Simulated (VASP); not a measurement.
# Tl (P6_3/mmc) in VASP: a series of runs

Runs on Tl. Level: PBEsol. Tasks: single point.

Program: VASP 6.6.1. These are calculated values, not measurements. Logs are shortened: lines on timing, memory, paths and dates and some standing lists are left out, and cuts for length are marked.

## (1) The crystal as given

Symmetry: P6_3/mmc, No. 194, hexagonal system. Conventional cell: a = 3.456 Å, b = 3.456 Å, c = 5.525 Å, α = 90.00°, β = 90.00°, γ = 120.00°. Tl (site symmetry -6m2) is surrounded by 12 Tl at 3.41 to 3.46 Å.

## (2) Single point, PBEsol

INCAR

```
PREC = Accurate ; ENCUT = 450
EDIFF = 1E-6 ; ISMEAR = 1
SIGMA = 0.02 ; LREAL = False
LASPH = True ; NELM = 100
ALGO = Normal ; ISIF = 2
LWAVE = False ; LCHARG = False
GGA = PS ; NBANDS = 20
ADDGRID = False
```

KPOINTS

```
regular mesh
0
Gamma
  13 13 7
```

POSCAR

```
Tl
1.0
    3.4560000000      0.0000000000      0.0000000000
   -1.7280000000      2.9929837955      0.0000000000
    0.0000000000      0.0000000000      5.5250000000
Tl
2
Direct
    0.6666666667      0.3333333333      0.7500000000
    0.3333333333      0.6666666667      0.2500000000
```

Potentials or basis: VASP PAW PBE potentials, release 64 (Tl_d).

Launch:

```sh
> cat potpaw_PBE.64/Tl_d/POTCAR > POTCAR
> mpirun -np 1 vasp_std > vasp.out
```

OUTCAR:

```text
PREC = Accurate
   ENCUT = 450
   EDIFF = 1E-6
   ISMEAR = 1
   LREAL = False
   LASPH = True
   NELM = 100
   ISIF = 2
   GGA = PS

 Found     84 irreducible k-points:

 Following reciprocal coordinates:
            Coordinates               Weight
  0.000000  0.000000  0.000000      1.000000
  0.076923  0.000000  0.000000      6.000000
  0.153846  0.000000  0.000000      6.000000
  0.230769  0.000000  0.000000      6.000000
  0.307692  0.000000  0.000000      6.000000
  0.384615 -0.000000  0.000000      6.000000
   k-points           NKPTS =     84   k-points in BZ     NKDIM =     84   number of bands    NBANDS=     20
   number of dos      NEDOS =    301   number of ions     NIONS =      2
   total plane-waves  NPLWV =  23040
   dimension x,y,z NGX =    24 NGY =   24 NGZ =   40
   dimension x,y,z NGXF=    48 NGYF=   48 NGZF=   80
   ions per type =               2
   NGX,Y,Z   is equivalent  to a cutoff of  11.54, 11.54, 12.04 a.u.
   NGXF,Y,Z  is equivalent  to a cutoff of  23.09, 23.09, 24.07 a.u.
 SYSTEM =  unknown system
   PREC   = accura    normal or accurate (medium, high low for compatibility)
   ISTART =      0    job   : 0-new  1-cont  2-samecut
   ICHARG =      2    charge: 1-file 2-atom 10-const
   ISPIN  =      1    spin polarized calculation?
   LNONCOLLINEAR =      F non collinear calculations
   LSORBIT =      F    spin-orbit coupling
   LASPH  =      T    aspherical Exc in radial PAW
   ENCUT  =  450.0 eV  33.07 Ry    5.75 a.u.   5.98  5.98  9.56*2*pi/ulx,y,z
   NELM   =    100;   NELMIN=  2; NELMDL= -5     # of ELM steps
   EDIFF  = 0.1E-05   stopping-criterion for ELM
   LREAL  =      F    real-space projection
   EDIFFG = 0.1E-04   stopping-criterion for IOM
   NSW    =      0    number of steps for IOM
   IBRION =     -1    ionic relax: 0-MD 1-quasi-New 2-CG
   NFREE  =      0    steps in history (QN), initial steepest desc. (CG)
   ISIF   =      2    stress and relaxation
   ISYM   =      2    0-nonsym 1-usesym 2-fastsym
   POTIM  = 0.5000    time-step for ionic-motion
   TEBEG  =    0.0;   TEEND  =   0.0 temperature during run
   PSTRESS=    0.0 pullay stress
   NELECT =      26.0000    total number of electrons
   NUPDOWN=      -1.0000    fix difference up-down
   EMIN   =  10.00;   EMAX   =-10.00  energy-range for DOS
   EFERMI =   0.00;   METHOD = LEGACY
   ISMEAR =     1;   SIGMA  =   0.02  broadening in eV -4-tet -1-fermi 0-gaus
   EFERMI_NEDOS =   21; number of points for ismear=-14 and -15
   IALGO  =     38    algorithm
   IMIX   =      4    mixing-type and parameters
     AMIX     =   0.40;   BMIX     =  1.00
     AMIX_MAG =   1.60;   BMIX_MAG =  1.00
  volume/ion in A,a.u.               =      28.57       192.83
  Fermi-wavevector in a.u.,A,eV,Ry     =   1.259107  2.379366 21.569987  1.585349
  Thomas-Fermi vector in A             =   2.392683
   LORBIT       =      0    0 simple, 1 ext, 2 COOP (PROOUT), +10 PAW based schemes
   GGA     = PS    functional components
   LHFCALC =     F    Hartree Fock is set to
   AEXX    =    0.0000 exact exchange contribution
   IVDW    =     0    specifies the selected vdW correction
   LEPSILON=     F    determine dielectric tensor
   LRPA    =     F    only Hartree local field effects (RPA)
 non-spin polarized calculation
 Methfessel and Paxton  Order N= 1 SIGMA  =   0.02
  energy-cutoff  :      450.00
  volume of cell :       57.15
 maximum number of plane-waves:      1259
 NGX is ok and might be reduce to    24
   NGX = 11   NGY = 11   NGZ = 19

 number of electron      25.9999996 magnetization

 Free energy of the ion-electron system (eV)
  ---------------------------------------------------
  ext. energy  EPLUGINS =         0.00000000
  ---------------------------------------------------
  free energy    TOTEN  =        -5.26363711 eV

  energy without entropy =       -5.26366494  energy(sigma->0) =       -5.26364639

 E-fermi :   6.4163     XC(G=0): -10.3699

 val. band max:        6.4135350838   @ k =   0.0000   0.0000   0.2857
 cond. band min:       6.4401199412   @ k =   0.4615   0.0769   0.1429
 fundamental gap:      0.0265848575
 Fermi energy:         6.4163122288

 k-point     1 :       0.0000    0.0000    0.0000
  band No.  band energies     occupation
      1      -5.3562      2.00000
      2      -5.1204      2.00000
      3      -5.0990      2.00000
      4      -5.0990      2.00000
      5      -5.0448      2.00000
      6      -5.0448      2.00000
[... 12 lines left out ...]
     19      17.1983      0.00000
     20      17.3066      0.00000

 k-point     2 :       0.0769    0.0000    0.0000
  band No.  band energies     occupation
      1      -5.3354      2.00000
      2      -5.1471      2.00000
      3      -5.0734      2.00000
      4      -5.0673      2.00000
      5      -5.0463      2.00000
      6      -5.0209      2.00000
[... 12 lines left out ...]
     19      17.3274      0.00000
     20      17.7931      0.00000

 k-point     3 :       0.1538    0.0000    0.0000
  band No.  band energies     occupation
      1      -5.3063      2.00000
      2      -5.1640      2.00000
      3      -5.0637      2.00000
      4      -5.0415      2.00000
      5      -5.0247      2.00000
      6      -5.0017      2.00000
[... 12 lines left out ...]
     19      16.8239      0.00000
     20      18.3151      0.00000

 k-point     4 :       0.2308    0.0000    0.0000
  band No.  band energies     occupation
      1      -5.3353      2.00000
      2      -5.1511      2.00000
      3      -5.1133      2.00000
      4      -5.0647      2.00000
      5      -5.0566      2.00000
      6      -4.9179      2.00000
[... 12 lines left out ...]
     19      16.2454      0.00000
     20      17.5602      0.00000

 k-point     5 :       0.3077    0.0000    0.0000
  band No.  band energies     occupation
      1      -5.3920      2.00000
      2      -5.1981      2.00000
      3      -5.1802      2.00000
      4      -5.1040      2.00000
      5      -4.9987      2.00000
      6      -4.8634      2.00000
[... 12 lines left out ...]
     19      15.5251      0.00000
     20      16.8845      0.00000

 k-point     6 :       0.3846   -0.0000    0.0000
  band No.  band energies     occupation
      1      -5.4418      2.00000
      2      -5.2721      2.00000
      3      -5.2174      2.00000
      4      -5.1348      2.00000
      5      -4.9468      2.00000
      6      -4.9047      2.00000
[... 12 lines left out ...]
     19      14.9547      0.00000
     20      16.4254      0.00000

 [... further k-points ...]
[... 5 lines left out ...]
  --------------------------------------------------------------------------------------
  -------------------------------------------------------------------------------------
  Total        0.1895906      0.1895906     -0.3050240      0.0000000     -0.0000000      0.0000000
  in kB        5.3151683      5.3151683     -8.5513415      0.0000000     -0.0000000      0.0000000
  external PRESSURE =       0.6929983 kB  Pullay stress =       0.0000000 kB

 VOLUME and BASIS-vectors are now :
 -----------------------------------------------------------------------------
  energy-cutoff  :      450.00
  volume of cell :       57.15
      direct lattice vectors                 reciprocal lattice vectors
     3.456000000  0.000000000  0.000000000     0.289351852  0.167057370  0.000000000
    -1.728000000  2.992983795  0.000000000     0.000000000  0.334114739  0.000000000
     0.000000000  0.000000000  5.525000000     0.000000000  0.000000000  0.180995475

 POSITION                                       TOTAL-FORCE (eV/Angst)
 -----------------------------------------------------------------------------------
      1.72800      0.99766      4.14375         0.000000     -0.000000      0.000000
     -0.00000      1.99532      1.38125        -0.000000      0.000000      0.000000
 -----------------------------------------------------------------------------------
    total drift:                               -0.000000      0.000000     -0.000000

  FREE ENERGIE OF THE ION-ELECTRON SYSTEM (eV)
  ---------------------------------------------------
  free  energy   TOTEN  =        -5.2636371103 eV

  energy  without entropy=       -5.2636649410  energy(sigma->0) =       -5.26364639
```

OSZICAR:

```text
N       E                     dE             d eps       ncg     rms          rms(c)
DAV:   1     0.118711239351E+03    0.11871E+03   -0.13141E+04  3400   0.109E+03
DAV:   2    -0.302995490312E+01   -0.12174E+03   -0.11933E+03  3720   0.255E+02
DAV:   3    -0.532469929050E+01   -0.22947E+01   -0.22853E+01  3900   0.308E+01
DAV:   4    -0.533847162605E+01   -0.13772E-01   -0.13768E-01  3588   0.266E+00
DAV:   5    -0.533865640784E+01   -0.18478E-03   -0.18478E-03  3760   0.301E-01    0.303E+00
DAV:   6    -0.527541641292E+01    0.63240E-01   -0.10865E-01  3552   0.256E+00    0.214E+00
DAV:   7    -0.526448125749E+01    0.10935E-01   -0.40266E-02  3656   0.154E+00    0.843E-01
DAV:   8    -0.526363309948E+01    0.84816E-03   -0.25030E-03  3524   0.379E-01    0.488E-02
DAV:   9    -0.526363503680E+01   -0.19373E-05   -0.15382E-05  3796   0.337E-02    0.135E-02
DAV:  10    -0.526363703447E+01   -0.19977E-05   -0.22293E-06  2928   0.130E-02    0.128E-03
DAV:  11    -0.526363711032E+01   -0.75853E-07   -0.31426E-07  1844   0.442E-03
   1 F= -.52636371E+01 E0= -.52636464E+01  d E =0.278307E-04
```

It took 24 s on 1 thread of AMD EPYC 9R45 (Zen 5), shared host; peak memory 0.16 GiB.

The run converged, but some of its settings lie outside the range that counts as converged, so its numbers aren't taken as properties of the crystal.

What came out:

| Property | Result |
| --- | --- |
| Free energy | -5.2636 eV |
| Pressure | 0.1 GPa |
| Band gap on the k mesh | none (metal or under the smearing width) |

Caveat: the PAW data sets were made with another functional, which shifts forces and pressure a little.

## (3) Single point, PBEsol

INCAR

```
PREC = Accurate ; ENCUT = 450
EDIFF = 1E-6 ; ISMEAR = -5
SIGMA = 0.1 ; LREAL = False
LASPH = True ; NELM = 100
ALGO = Normal ; ISIF = 2
LWAVE = False ; LCHARG = False
GGA = PS ; NBANDS = 20
ADDGRID = False
```

KPOINTS is that of step 2.

POSCAR is that of step 2.

Potentials or basis: VASP PAW PBE potentials, release 64 (Tl_d).

Launch:

```sh
> cat potpaw_PBE.64/Tl_d/POTCAR > POTCAR
> mpirun -np 1 vasp_std > vasp.out
```

Run time: 25 s. Hardware: 1 thread of AMD EPYC 9R45 (Zen 5), shared host; peak memory 0.17 GiB.

The run converged, but some of its settings lie outside the range that counts as converged, so its numbers aren't taken as properties of the crystal.

Results:

```yaml
Free_energy: -5.2604 eV
Pressure: 0.1 GPa
Band_gap_on_the_k_mesh: none (metal or under the smearing width)
```

Caveat: the PAW data sets were made with another functional, which shifts forces and pressure a little; tetrahedron occupations give inexact forces and stress in metals.

## (4) The reference run

An earlier run on the cell as given: functional PBE; potentials or basis VASP PAW PBE potentials, release 64 (Tl_d); cutoff 520 eV; k mesh 9 × 9 × 5; occupations fermi-dirac, width 0.05 eV; no spin polarisation.

- Pressure: 3.4 GPa
- Band gap on the k mesh: none (metal or under the smearing width)
